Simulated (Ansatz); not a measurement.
## InSb: the change of pressure with volume scale

Periodic Kohn-Sham DFT of a crystal at fixed atoms, scaled to volume_scale times the given cell; pressure positive in compression, energy less spherical unpolarised free atoms, largest_vzz the field gradient of largest size among the nuclei. The results are calculated, by Ansatz 0.2.0.

The cell before it is scaled or strained (space group F-43m, No. 216):
```
InSb
1.0
      0.0000     3.2391     3.2391
      3.2391     0.0000     3.2391
      3.2391     3.2391     0.0000
In Sb
1 1
Direct
  0.00000 0.00000 0.00000
  0.75000 0.75000 0.75000
```

Settings of every row: method all-electron PAW; functional LDA; relativity scalar; k mesh 10x10x10; filling fermi-dirac; smearing width 0.03 eV; nucleus gaussian.

Atom start moment: 0 on all atoms.

Limits: no spin-orbit coupling on heavy atoms.

```csv
row,volume scale,V (Å³/atom),pressure (GPa)
1,0.94,31.945,2.568
2,0.9405,31.962,2.537
3,0.96,32.625,1.393
4,0.98,33.304,0.348
5,0.99,33.644,-0.13
6,1,33.984,-0.58
7,1.01,34.324,?
8,1.02,34.664,-1.404
9,1.04,35.343,-2.135
10,1.06,36.023,-2.784
```

Question: what pressure should row 7 give?

Worked fit of pressure. Take u = (V_r/V)^(2/3) − 1 with V_r = 33.644 Å³ an atom, which is twice the finite (Eulerian) strain; such expansions in the strain, on which the Birch-Murnaghan equation of state is built, carry the rest volume and the bulk modulus. The shown rows have u = 0.03515, 0.03478, 0.02072, 0.00679, 0, -0.00668, -0.01971, -0.03231, -0.04453. Least squares give pressure = −0.1296 + 68.873 × u + 217.05 × u² + 202 × u³ GPa; a parabola predicts inner rows, each left out in turn, worse (root mean square 0.0032 against 0.00046 GPa). The rows lie off it by 0.000, 0.000, 0.001, 0.000, 0.000, 0.000, 0.000, 0.000, 0.000. The pressure vanishes at u = 0.0019, or V = 33.55 Å³ an atom, and there the bulk modulus at fixed shape and fractions is B = −V dP/dV = (2/3)(1 + u) dP/du = 46.5 GPa. The withheld row has u = -0.01325, so the fit gives −0.1296 + 68.873 × (-0.01325) + 217.05 × (-0.01325)² + 202 × (-0.01325)³ = -1.005 GPa.

The calculation gave -1.004 GPa. The fit lies 0.001 GPa (0.019 % of the column's range) below it, one unit of the last digit.
